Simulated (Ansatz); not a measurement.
**Cu3Au (Pm-3m): equation of state**

One table from this session's results is given with a row withheld; the runs are named, their logs left out.

Program: Ansatz 0.2.0. Level of theory: DFT PBE, scalar-relativistic, plane waves, PAW. These are calculated values, not measurements.

2 further runs of the same task are left out: 1 for a known fault of the program, 1 set aside as unsound or not needed. Runs told in other sessions of the task aren't counted.

### Starting point

The structure is cubic, space group Pm-3m (No. 221). Conventional cell: a = 3.779 Å, b = 3.779 Å, c = 3.779 Å, α = 90.00°, β = 90.00°, γ = 90.00°. Cu (site symmetry 4/mmm) is surrounded by 8 Cu at 2.67 Å and 4 Au at 2.67 Å. Au (site symmetry m-3m) is surrounded by 12 Cu at 2.67 Å.

Structure file:

```cif
data_structure
_symmetry_space_group_name_H-M 'P 1'
_symmetry_Int_Tables_number 1
_cell_length_a 3.7792
_cell_length_b 3.7792
_cell_length_c 3.7792
_cell_angle_alpha 90.000
_cell_angle_beta 90.000
_cell_angle_gamma 90.000
_cell_volume 53.98
loop_
_atom_site_label
_atom_site_type_symbol
_atom_site_fract_x
_atom_site_fract_y
_atom_site_fract_z
_atom_site_occupancy
Cu1 Cu 0.00000 0.50000 0.50000 1
Cu2 Cu 0.50000 0.00000 0.50000 1
Cu3 Cu 0.50000 0.50000 0.00000 1
Au1 Au 0.00000 0.00000 0.00000 1
```

This cell comes from an earlier session at PBE: 13.494 Å³/atom at 0.10 GPa, on a 10×10×10 mesh.

Volume factors to run: 0.980, 1.020, 0.960, 1.040, 1.070, 1.100, 0.945.

The first run:

Input file input.yaml:

```yaml
crystal:
  lattice:
    - [3.7538291786, 0.0, 0.0]
    - [0.0, 3.7538291786, 0.0]
    - [0.0, 0.0, 3.7538291786]
  atoms:
    - { symbol: Cu, position: [0.0, 0.5, 0.5] }
    - { symbol: Cu, position: [0.5, 0.0, 0.5] }
    - { symbol: Cu, position: [0.5, 0.5, 0.0] }
    - { symbol: Au, position: [0.0, 0.0, 0.0] }
basis:
  ecutwfc: 420
  ecutrho_ratio: 4
kpoints:
  mp_grid: { grid: [10, 10, 10] }
hamiltonian:
  xc: pbe
scf:
  occupations: { method: gaussian, width: 0.05 }
output:
  forces: true
  stress: true
  eigenvalues: true
```

Launch:

```sh
ansatz run input.yaml --threads 4 --pin off --max-ram 7168MiB --backend cpu --events-out ev --progress --plain --runs-dir out
```

Steps of the session up to this table: Scaling the volume by 0.980; Scaling the volume by 1.020; Volume × 0.960; Scaling the volume by 1.040; Scaling the volume by 1.070; Volume × 1.100; Volume × 0.945.

One table of the session follows, with a row left open; its other results are not shown here.

It belongs to the step «The fit». 

```
volume (Å³/atom)  energy (meV/atom)  pressure (GPa)
          12.752              20.36            9.30
          12.954              10.49            6.45
          13.224                  ?               ?
          13.494               0.00            0.10
          13.764               2.04           -2.51
          14.034               8.20           -4.83
          14.438              24.20           -7.82
          14.843              47.16          -10.31
```

Q: Estimate the row for volume (Å³/atom) = 13.224 from the others.

Worked estimate for «energy (meV/atom)». A straight line through the neighbours (12.954, 10.49) and (13.494, 0.00) gives 10.49 + (0.00 − 10.49) × (13.224 − 12.954) / (13.494 − 12.954) = 5.25; a parabola fitted to 4 rows on both sides gives 2.66.

**Answer.** energy (meV/atom): 2.59; pressure (GPa): 3.06. In «energy (meV/atom)» the line misses by +2.66 and the parabola by +0.07.
